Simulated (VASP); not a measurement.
A run of VASP 6.6.1:

The input INCAR:

```
  PREC = Accurate
  ENCUT = 600
  EDIFF = 1E-7
  ISMEAR = 0
  SIGMA = 0.03
  LREAL = False
  LASPH = True
  NELM = 80
  ALGO = Normal
  ISIF = 3
  LWAVE = False
  LCHARG = False
  GGA = PS
  IBRION = 2
  NSW = 90
  EDIFFG = -0.005
  KPAR = 2
```

File KPOINTS:

```
Automatic mesh
0
Gamma
  6 6 6
```

POSCAR

```
SiSe2                                   
1.0
   -3.0736977779      4.7313256909      2.9261407148
    3.0736977779     -4.7313256909      2.9261407148
    3.0736977779      4.7313256909     -2.9261407148
  Si              Se            
     2     4
Direct
     0.7500000000000000    0.7500000000000000    0.0000000000000000
     0.2500000000000000    0.2500000000000000    0.0000000000000000
     0.1265414435392131    0.2106447444093475    0.3371861879485678
     0.8734585564607870    0.7893552555906527    0.6628138120514321
     0.3734585564607870    0.7106447444093473    0.0841033108701353
     0.6265414435392130    0.2893552555906523    0.9158966891298650
```

Potentials or basis: VASP PAW PBE potentials, release 64 (Si, Se).

The run is started by

```sh
$ cat potpaw_PBE.64/Si/POTCAR potpaw_PBE.64/Se/POTCAR > POTCAR
$ mpirun -np 2 vasp_std > vasp.out
```

Hardware: 2 MPI ranks on Intel(R) Xeon(R) 6975P-C (Granite Rapids), with other jobs on the host.

Question: How long does it take, and how much memory?

Answer: Run time: 17 min on 2 MPI ranks on Intel(R) Xeon(R) 6975P-C (Granite Rapids), with other jobs on the host, peak memory 0.5 GiB a rank. Counts: scf iterations 188, k points 46, ion steps 29.
